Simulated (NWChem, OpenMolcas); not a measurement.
C5H6 (cyclopentadiene): methods side by side

C5H6: 11 atoms, total charge 0, spin state singlet. SMILES: `C1=CCC=C1`. The coordinates come from a PBE0-D4/def2-TZVP relaxation.

```csv
atom,x (Å),y (Å),z (Å)
C,-1.1909,0.4356,-0.2532
C,-0.7280,0.0154,0.9344
C,0.6960,-0.4048,0.7818
C,0.9759,-0.1620,-0.6640
C,-0.1294,0.3254,-1.2488
H,-2.1895,0.8007,-0.4559
H,-1.2753,-0.0236,1.8661
H,0.8455,-1.4569,1.0580
H,1.3661,0.1731,1.4320
H,1.9276,-0.3572,-1.1386
H,-0.2326,0.5975,-2.2914
```

Each level gives the dipole moment (D). The values are calculated.

Measured value to compare with: NIST CCCBDB gives the dipole moment of the gas as 0.42 D.

```
                                 level                    kind     program  value (D)  computed − measured  CPU time
     BLYP/6-31G* (spherical functions)                     GGA  OpenMolcas       0.48                +0.06      45 s
   revPBE/6-31G* (spherical functions)                     GGA  OpenMolcas       0.51                +0.09      50 s
     TPSS/6-31G* (spherical functions)                meta-GGA  OpenMolcas       0.47                +0.05      75 s
    B3LYP/6-31G* (spherical functions)           global hybrid      NWChem       0.45                +0.03      57 s
    BHLYP/6-31G* (spherical functions)           global hybrid  OpenMolcas       0.41                -0.01      45 s
     PBE0/6-31G* (spherical functions)           global hybrid      NWChem       0.48                +0.06      44 s
CAM-B3LYP/6-31G* (spherical functions)  range-separated hybrid      NWChem       0.45                +0.03      70 s
    wB97X/6-31G* (spherical functions)  range-separated hybrid      NWChem       0.45                +0.03      89 s
```

Nearest: BHLYP/6-31G* (spherical functions) (-0.01 D); farthest: revPBE/6-31G* (spherical functions) (+0.09 D). The measured dipole is a vibrational average, so differences of a few hundredths of a debye mean little. Computed less measured by kind, in D (6-31G* rows): GGA +0.06 to +0.09; meta-GGA +0.05; global hybrid -0.01 to +0.06; range-separated hybrid +0.03 to +0.03. Magnitudes only: a small dipole may point the other way at some levels. CPU times are rough (shared hosts, several kinds of processor): they show what a rung costs within a factor of a few.
